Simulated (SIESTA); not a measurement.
HfC under changes of volume

One of the cells (12.568 Å³/atom); the others are scaled copies at fixed shape and fractional positions:

```
Hf C
1.0
     0.00000    2.32500    2.32500
     2.32500    0.00000    2.32500
     2.32500    2.32500    0.00000
Hf C
1 1
Cartesian
  2.3250 2.3250 2.3250
  0.0000 0.0000 0.0000
```

| Quantity | Value |
| --- | --- |
| Program | SIESTA 5.4.2 |
| Functional | LDA |
| Potentials or basis | PseudoDojo 0.4 standard (LDA files) |
| Basis | DZP (energy shift 0.003 Ry; two zetas on semicore shells) |
| Grid cutoff | 800 Ry |
| Energy shift | 0.003 Ry |
| k mesh | 10 × 10 × 10 |
| Occupations | fermi-dirac, width 0.05 eV |
| Spin | no spin polarisation |

```tsv
volume (Å³/atom)	energy over the lowest point (meV/atom)	pressure (GPa)
11.814	?	?
12.065	0.00	0.3
12.317	3.86	-5.0
12.568	15.65	-9.9
12.819	34.60	-14.2
13.071	60.04	-18.1
13.322	91.39	-21.7
```

Question: What does the run at 11.814 Å³/atom give?

Answer: Energy over the lowest point 4.83 meV/atom; pressure 6.0 GPa.

Worked out: A Birch-Murnaghan fit of order 3 (a polynomial in V^(-2/3)) to the other rows has its minimum at 12.08 Å³/atom with B0 = V·E''(V) = 266 GPa and B' = 3.7. It gives 4.84 meV/atom at 11.814 Å³/atom, against the run's 4.83, and -dE/dV = 6.1 GPa, against 6.0.

Energies are extrapolated to zero smearing.

Caveats: short orbitals over semicore shells can move pressures by several GPa; the basis of atomic orbitals isn't converged, which shifts pressures, moduli and gaps.
